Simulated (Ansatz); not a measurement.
# Cu(100) / 3 layers Rh(100) / Cu(100): resistance against film thickness, part 2 of 3

Wanted: interface resistance and thickness dependence for Cu(100) / 3 layers Rh(100) / Cu(100).

Ansatz 0.2.0; Ansatz plane-wave DFT, PBE, PAW files; ballistic transport by layer matching (Landauer), zero bias; PAW set soft_1.

So far. Step 2 (With 3 layers): The lead's potential steps by 0.6 meV from period to period, small in itself. The program estimates the junction's conductance to 6.8 % from the k-mesh, 0.3 % from the leads' distance from neutral and 0.4 % from their steps.

## 3. With 5 layers, film layers 5

The stack now holds 5 film layers; the k-mesh follows the cell, and the energies span -0.27 to 0.27 eV.

System of this step: Cu(100) / 5 layers Rh(100) / Cu(100). The cell holds 16 atoms: 11 Cu and 5 Rh. Cell: a = 2.556 Å, b = 2.556 Å, c = 30.405 Å, α = 90.0°, β = 90.0°, γ = 90.0°. It derives from Cu and Rh. Regions: lead, 11 atoms (11 Cu); films, 5 atoms (5 Rh). The structure is stacked along c, and the current runs across the ab planes.

Input file input.yaml:

```yaml
crystal:
  lattice:
    - [2.5561627297, 0.0, 0.0]
    - [0.0, 2.5561627297, 0.0]
    - [0.0, 0.0, 30.4054418863]
  atoms:
    - { symbol: Cu, position: [0.0, 0.0, 0.0297229688] }
    - { symbol: Cu, position: [0.5, 0.5, 0.0891689063] }
    - { symbol: Cu, position: [0.0, 0.0, 0.1486148439] }
    - { symbol: Cu, position: [0.5, 0.5, 0.2080607815] }
    - { symbol: Cu, position: [0.0, 0.0, 0.267506719] }
    - { symbol: Rh, position: [0.5, 0.5, 0.3318391565] }
    - { symbol: Rh, position: [0.0, 0.0, 0.4010580939] }
    - { symbol: Rh, position: [0.5, 0.5, 0.4702770312] }
    - { symbol: Rh, position: [0.0, 0.0, 0.5394959686] }
    - { symbol: Rh, position: [0.5, 0.5, 0.6087149059] }
    - { symbol: Cu, position: [0.0, 0.0, 0.6730473434] }
    - { symbol: Cu, position: [0.5, 0.5, 0.732493281] }
    - { symbol: Cu, position: [0.0, 0.0, 0.7919392185] }
    - { symbol: Cu, position: [0.5, 0.5, 0.8513851561] }
    - { symbol: Cu, position: [0.0, 0.0, 0.9108310937] }
    - { symbol: Cu, position: [0.5, 0.5, 0.9702770312] }
kpoints:
  mp_grid: { grid: [15, 15, 1] }
hamiltonian:
  xc: pbe
  pseudopotentials: { kind: paw, azcp: { folder: soft_1 } }
scf:
  occupations: { method: fermi_dirac, width: 0.1 }
output:
  transmission:
    leads: [[0, 1]]
    kmesh: [28, 28]
    e_range: [-0.27, 0.27]
    de: 0.036
  write_potential: true
  write_density: true
  volumetric_format: npy
```

The run is started by

```sh
> ansatz run input.yaml --threads 4 --pin off --max-ram 8192MiB --backend cpu --events-out ev --progress --plain --runs-dir out
```

Numbers of over 12 decimals in the logs are rounded to 6 here.

The program printed:

```text
[...]
Crystal: 16 atoms, lattice volume = 198.668 Å³
Basis set: ecut = 420 eV, 3921 PW (Γ)
Bands: 177, of which v1, the nominal top of the filled ones, is band 147 counted from 1 (146 counted from 0)
Symmetry: 16 space group operations
[...]
k-points: 36 of 225
[...]
--- Transmission ---
  basis      : 61 plane waves across, 49 finite elements along
  points     : 120, standing for a mesh of 28 x 28
[...]
filled         : 22.7 meV over the level at which it is neutral
    channels       : 9.094388e-1 a spin
[...]
slowest decay  : 0.0510 /Å at (0.4643, 0.3571)
  junction   : crystal 0 to crystal 0, -0.70 to 27.90 Å
    transmission   : 6.171658e-1 a spin
[...]
resistance     : 4.2576e-4 Ω µm² beyond half of each lead's own
[key lines of the parts left out:]
SCF converged after 16 iterations
Free energy (F): -104890.921467 eV
Fermi energy:    18.420507 eV
```

Elapsed: 93 s, on 4 threads of Arm Neoverse V1, shared host; peak memory 1.5 GiB.

Numbers from this step:

```
free energy                                                                : -104890.9215 eV
energy at zero smearing                                                    : -104890.7273 eV
Fermi energy                                                               : 18.42 eV
estimated errors of the lead's conductance                                 : 0, 3.4, 0.2 % (band edges, k-mesh, distance from neutral)
lead conductance per cell                                                  : 0.9132 G₀
conductance of the junction                                                : 7.41e14 S/m²
junction conductance per cell                                              : 0.6250 G₀
estimated errors of the junction's conductance                             : 0, 0, 5.9, 0.4, 0.5 % (energy step, band edges, k-mesh, leads' steps, distance from neutral)
area resistance that the stack adds (contact term taken off, spin by spin) : 0.4258 fΩ m²
```

Per spin. The transmission, zone mean by energy, zero at the Fermi level:

| energy (eV) | transmission, zone mean |
| --- | --- |
| -0.270 | 0.585 |
| -0.234 | 0.622 |
| -0.198 | 0.634 |
| -0.162 | 0.630 |
| -0.126 | 0.639 |
| -0.090 | 0.634 |
| -0.054 | 0.632 |
| -0.018 | 0.640 |
| 0.018 | 0.617 |
| 0.054 | 0.617 |
| 0.090 | 0.612 |
| 0.126 | 0.604 |
| 0.162 | 0.624 |
| 0.198 | 0.584 |
| 0.234 | 0.549 |
| 0.270 | 0.601 |

The conductance of the junction is 7.4e14 S/m², 3.9 % over the 7.1e14 S/m² of the last finished run, within the error estimates, leads' steps apart, of 6.8 and 5.9 %.

## 4. With 6 layers, film layers 6

The stack now holds 6 film layers; the k-mesh follows the cell, and the energies span -0.27 to 0.27 eV.

System of this step: Cu(100) / 6 layers Rh(100) / Cu(100). The cell holds 16 atoms: 10 Cu and 6 Rh. Cell: a = 2.556 Å, b = 2.556 Å, c = 30.703 Å, α = 90.0°, β = 90.0°, γ = 90.0°. It derives from Cu and Rh. Regions: lead, 10 atoms (10 Cu); films, 6 atoms (6 Rh). The structure is stacked along c, and the current runs across the ab planes.

input.yaml, the sections that differ from step 3:

```yaml
crystal:
  lattice:
    - [2.5561627297, 0.0, 0.0]
    - [0.0, 2.5561627297, 0.0]
    - [0.0, 0.0, 30.7025942635]
  atoms:
    - { symbol: Cu, position: [0.0, 0.0, 0.0294352976] }
    - { symbol: Cu, position: [0.5, 0.5, 0.0883058929] }
    - { symbol: Cu, position: [0.0, 0.0, 0.1471764881] }
    - { symbol: Cu, position: [0.5, 0.5, 0.2060470834] }
    - { symbol: Cu, position: [0.0, 0.0, 0.2649176786] }
    - { symbol: Rh, position: [0.5, 0.5, 0.3286274802] }
    - { symbol: Rh, position: [0.0, 0.0, 0.3971764881] }
    - { symbol: Rh, position: [0.5, 0.5, 0.465725496] }
    - { symbol: Rh, position: [0.0, 0.0, 0.534274504] }
    - { symbol: Rh, position: [0.5, 0.5, 0.6028235119] }
    - { symbol: Rh, position: [0.0, 0.0, 0.6713725198] }
    - { symbol: Cu, position: [0.5, 0.5, 0.7350823214] }
    - { symbol: Cu, position: [0.0, 0.0, 0.7939529166] }
    - { symbol: Cu, position: [0.5, 0.5, 0.8528235119] }
    - { symbol: Cu, position: [0.0, 0.0, 0.9116941071] }
    - { symbol: Cu, position: [0.5, 0.5, 0.9705647024] }
# kpoints, hamiltonian, scf, output: as in step 3
```

The program printed:

```text
[...]
Crystal: 16 atoms, lattice volume = 200.610 Å³
Basis set: ecut = 420 eV, 3939 PW (Γ)
Bands: 176, of which v1, the nominal top of the filled ones, is band 146 counted from 1 (145 counted from 0)
Symmetry: 16 space group operations
[...]
k-points: 36 of 225
[...]
--- Transmission ---
  basis      : 61 plane waves across, 53 finite elements along
  points     : 120, standing for a mesh of 28 x 28
[...]
filled         : 23.6 meV over the level at which it is neutral
    channels       : 9.094388e-1 a spin
[...]
slowest decay  : 0.0501 /Å at (0.4643, 0.3571)
  junction   : crystal 0 to crystal 0, 0.70 to 29.59 Å
    transmission   : 6.169549e-1 a spin
[...]
resistance     : 4.5766e-4 Ω µm² beyond half of each lead's own
[key lines of the parts left out:]
SCF converged after 16 iterations
Free energy (F): -104668.520728 eV
Fermi energy:    18.813618 eV
```

The job ended after 93 s (4 threads; peak memory 1.5 GiB).

Numbers from this step:

```
free energy                                                                : -104668.5207 eV
energy at zero smearing                                                    : -104668.3065 eV
Fermi energy                                                               : 18.81 eV
step of the lead's potential                                               : 1.1 meV
lead conductance per cell                                                  : 0.9133 G₀
conductance of the junction                                                : 7.24e14 S/m²
junction conductance per cell                                              : 0.6106 G₀
estimated errors of the junction's conductance                             : 0.3, 0, 8, 0.9, 0 % (energy step, band edges, k-mesh, leads' steps, distance from neutral)
area resistance that the stack adds (contact term taken off, spin by spin) : 0.4577 fΩ m²
```

Per spin. Transmission, zone mean against energy, zero at the Fermi level:

| energy (eV) | transmission, zone mean |
| --- | --- |
| -0.270 | 0.574 |
| -0.234 | 0.589 |
| -0.198 | 0.603 |
| -0.162 | 0.602 |
| -0.126 | 0.594 |
| -0.090 | 0.617 |
| -0.054 | 0.590 |
| -0.018 | 0.618 |
| 0.018 | 0.617 |
| 0.054 | 0.603 |
| 0.090 | 0.590 |
| 0.126 | 0.588 |
| 0.162 | 0.607 |
| 0.198 | 0.598 |
| 0.234 | 0.583 |
| 0.270 | 0.577 |

The conductance of the junction is 7.2e14 S/m², 2.3 % under the 7.4e14 S/m² of the last finished run, within the error estimates, leads' steps apart, of 5.9 and 8 %.

## 5. With 8 layers, film layers 8

The stack now holds 8 film layers; the k-mesh follows the cell, and the energies span -0.27 to 0.27 eV.

System of this step: Cu(100) / 8 layers Rh(100) / Cu(100). The cell holds 18 atoms: 10 Cu and 8 Rh. Its edges and angles: a = 2.556 Å, b = 2.556 Å, c = 34.912 Å, α = 90.0°, β = 90.0°, γ = 90.0°. It derives from Cu and Rh. Regions: lead, 10 atoms (10 Cu); films, 8 atoms (8 Rh). The structure is stacked along c, and the current runs across the ab planes.

input.yaml, the sections that differ from step 4:

```yaml
crystal:
  lattice:
    - [2.5561627297, 0.0, 0.0]
    - [0.0, 2.5561627297, 0.0]
    - [0.0, 0.0, 34.911859018]
  atoms:
    - { symbol: Cu, position: [0.0, 0.0, 0.0258863328] }
    - { symbol: Cu, position: [0.5, 0.5, 0.0776589983] }
    - { symbol: Cu, position: [0.0, 0.0, 0.1294316638] }
    - { symbol: Cu, position: [0.5, 0.5, 0.1812043294] }
    - { symbol: Cu, position: [0.0, 0.0, 0.2329769949] }
    - { symbol: Rh, position: [0.5, 0.5, 0.2890054117] }
    - { symbol: Rh, position: [0.0, 0.0, 0.3492895798] }
    - { symbol: Rh, position: [0.5, 0.5, 0.4095737479] }
    - { symbol: Rh, position: [0.0, 0.0, 0.469857916] }
    - { symbol: Rh, position: [0.5, 0.5, 0.530142084] }
    - { symbol: Rh, position: [0.0, 0.0, 0.5904262521] }
    - { symbol: Rh, position: [0.5, 0.5, 0.6507104202] }
    - { symbol: Rh, position: [0.0, 0.0, 0.7109945883] }
    - { symbol: Cu, position: [0.5, 0.5, 0.7670230051] }
    - { symbol: Cu, position: [0.0, 0.0, 0.8187956706] }
    - { symbol: Cu, position: [0.5, 0.5, 0.8705683362] }
    - { symbol: Cu, position: [0.0, 0.0, 0.9223410017] }
    - { symbol: Cu, position: [0.5, 0.5, 0.9741136672] }
# kpoints, hamiltonian, scf, output: as in step 4
```

The program printed:

```text
[...]
Crystal: 18 atoms, lattice volume = 228.113 Å³
Basis set: ecut = 420 eV, 4497 PW (Γ)
Bands: 196, of which v1, the nominal top of the filled ones, is band 163 counted from 1 (162 counted from 0)
Symmetry: 16 space group operations
[...]
k-points: 36 of 225
[...]
--- Transmission ---
  basis      : 61 plane waves across, 60 finite elements along
  points     : 120, standing for a mesh of 28 x 28
[...]
filled         : 20.5 meV over the level at which it is neutral
    channels       : 9.094388e-1 a spin
[...]
slowest decay  : 0.0532 /Å at (0.4643, 0.3571)
  junction   : crystal 0 to crystal 0, 0.70 to 33.80 Å
    transmission   : 6.037141e-1 a spin
[...]
resistance     : 4.6724e-4 Ω µm² beyond half of each lead's own
[key lines of the parts left out:]
SCF converged after 16 iterations
Free energy (F): -117474.088872 eV
Fermi energy:    19.242376 eV
```

The job ended after 1.9 min (4 threads; peak memory 1.8 GiB).

This step gave:

```
free energy                                                                : -117474.0889 eV
energy at zero smearing                                                    : -117473.8200 eV
Fermi energy                                                               : 19.24 eV
step of the lead's potential                                               : 1.3 meV
estimated errors of the lead's conductance                                 : 0, 3.4, 0.1 % (band edges, k-mesh, distance from neutral)
lead conductance per cell                                                  : 0.9130 G₀
conductance of the junction                                                : 7.19e14 S/m²
junction conductance per cell                                              : 0.6063 G₀
estimated errors of the junction's conductance                             : 0.1, 0, 7.1, 1.3, 0.3 % (energy step, band edges, k-mesh, leads' steps, distance from neutral)
area resistance that the stack adds (contact term taken off, spin by spin) : 0.4672 fΩ m²
```

Per spin. Table of transmission, zone mean by energy, zero at the Fermi level:

| energy (eV) | transmission, zone mean |
| --- | --- |
| -0.270 | 0.547 |
| -0.234 | 0.589 |
| -0.198 | 0.626 |
| -0.162 | 0.617 |
| -0.126 | 0.644 |
| -0.090 | 0.616 |
| -0.054 | 0.619 |
| -0.018 | 0.610 |
| 0.018 | 0.604 |
| 0.054 | 0.622 |
| 0.090 | 0.587 |
| 0.126 | 0.592 |
| 0.162 | 0.561 |
| 0.198 | 0.592 |
| 0.234 | 0.616 |
| 0.270 | 0.597 |

The conductance of the junction is 7.2e14 S/m², 0.71 % under the 7.2e14 S/m² of the last finished run, within the error estimates, leads' steps apart, of 8 and 7.1 %.

## 6. With 10 layers, film layers 10

The stack now holds 10 film layers; the k-mesh follows the cell, and the energies span -0.27 to 0.27 eV.

System of this step: Cu(100) / 10 layers Rh(100) / Cu(100). The cell holds 20 atoms: 10 Cu and 10 Rh. Cell: a = 2.556 Å, b = 2.556 Å, c = 39.121 Å, α = 90.0°, β = 90.0°, γ = 90.0°. It derives from Cu and Rh. Regions: lead, 10 atoms (10 Cu); films, 10 atoms (10 Rh). The structure is stacked along c, and the current runs across the ab planes.

input.yaml, the sections that differ from step 5:

```yaml
crystal:
  lattice:
    - [2.5561627297, 0.0, 0.0]
    - [0.0, 2.5561627297, 0.0]
    - [0.0, 0.0, 39.1211237725]
  atoms:
    - { symbol: Cu, position: [0.0, 0.0, 0.0231010746] }
    - { symbol: Cu, position: [0.5, 0.5, 0.0693032239] }
    - { symbol: Cu, position: [0.0, 0.0, 0.1155053732] }
    - { symbol: Cu, position: [0.5, 0.5, 0.1617075224] }
    - { symbol: Cu, position: [0.0, 0.0, 0.2079096717] }
    - { symbol: Rh, position: [0.5, 0.5, 0.2579096717] }
    - { symbol: Rh, position: [0.0, 0.0, 0.3117075224] }
    - { symbol: Rh, position: [0.5, 0.5, 0.3655053732] }
    - { symbol: Rh, position: [0.0, 0.0, 0.4193032239] }
    - { symbol: Rh, position: [0.5, 0.5, 0.4731010746] }
    - { symbol: Rh, position: [0.0, 0.0, 0.5268989254] }
    - { symbol: Rh, position: [0.5, 0.5, 0.5806967761] }
    - { symbol: Rh, position: [0.0, 0.0, 0.6344946268] }
    - { symbol: Rh, position: [0.5, 0.5, 0.6882924776] }
    - { symbol: Rh, position: [0.0, 0.0, 0.7420903283] }
    - { symbol: Cu, position: [0.5, 0.5, 0.7920903283] }
    - { symbol: Cu, position: [0.0, 0.0, 0.8382924776] }
    - { symbol: Cu, position: [0.5, 0.5, 0.8844946268] }
    - { symbol: Cu, position: [0.0, 0.0, 0.9306967761] }
    - { symbol: Cu, position: [0.5, 0.5, 0.9768989254] }
# kpoints, hamiltonian, scf, output: as in step 5
```

The program printed:

```text
[...]
Crystal: 20 atoms, lattice volume = 255.616 Å³
Basis set: ecut = 420 eV, 5023 PW (Γ)
Bands: 216, of which v1, the nominal top of the filled ones, is band 180 counted from 1 (179 counted from 0)
Symmetry: 16 space group operations
[...]
k-points: 36 of 225
[...]
--- Transmission ---
  basis      : 61 plane waves across, 67 finite elements along
  points     : 120, standing for a mesh of 28 x 28
[...]
filled         : 17.0 meV over the level at which it is neutral
    channels       : 9.094388e-1 a spin
[...]
slowest decay  : 0.0566 /Å at (0.4643, 0.3571)
  junction   : crystal 0 to crystal 0, 0.70 to 38.01 Å
    transmission   : 6.223823e-1 a spin
[...]
resistance     : 4.4349e-4 Ω µm² beyond half of each lead's own
[key lines of the parts left out:]
SCF converged after 16 iterations
Free energy (F): -130279.664929 eV
Fermi energy:    19.578740 eV
```

The job ended after 2.4 min (4 threads; peak memory 2.2 GiB; 8.8 min of CPU time).

Numbers from this step:

```yaml
free_energy: -130279.6649 eV
energy_at_zero_smearing: -130279.3459 eV
fermi_energy: 19.58 eV
step_of_the_lead_s_potential: 0.9 meV
lead_conductance_per_cell: 0.9128 G₀
conductance_of_the_junction: 7.31e14 S/m²
junction_conductance_per_cell: 0.6167 G₀
estimated_errors_of_the_junction_s_conductance: 0, 0, 5.7, 1.2, 0 % (energy step, band edges, k-mesh, leads' steps, distance from neutral)
area_resistance_that_the_stack_adds_contact_term_taken_off_spin_by_spin: 0.4435 fΩ m²
```

Per spin. Table of transmission, zone mean by energy, zero at the Fermi level:

| energy (eV) | transmission, zone mean |
| --- | --- |
| -0.270 | 0.522 |
| -0.234 | 0.560 |
| -0.198 | 0.593 |
| -0.162 | 0.587 |
| -0.126 | 0.591 |
| -0.090 | 0.614 |
| -0.054 | 0.607 |
| -0.018 | 0.627 |
| 0.018 | 0.622 |
| 0.054 | 0.607 |
| 0.090 | 0.582 |
| 0.126 | 0.588 |
| 0.162 | 0.589 |
| 0.198 | 0.572 |
| 0.234 | 0.602 |
| 0.270 | 0.567 |

The conductance of the junction is 7.3e14 S/m², 1.7 % over the 7.2e14 S/m² of the last finished run, within the error estimates, leads' steps apart, of 7.1 and 5.7 %.

(Part 2 of 3 ends here.)

[Logs are printed without paths, hosts, clocks, repeated set-up lines and the standing remarks that a program may print on its own settings, such as how far it seeks lower states.]

[Hosts, paths, dates, database ids (printed as entryN), source tags and the programs' standing remarks are cut or masked in the printed files.]
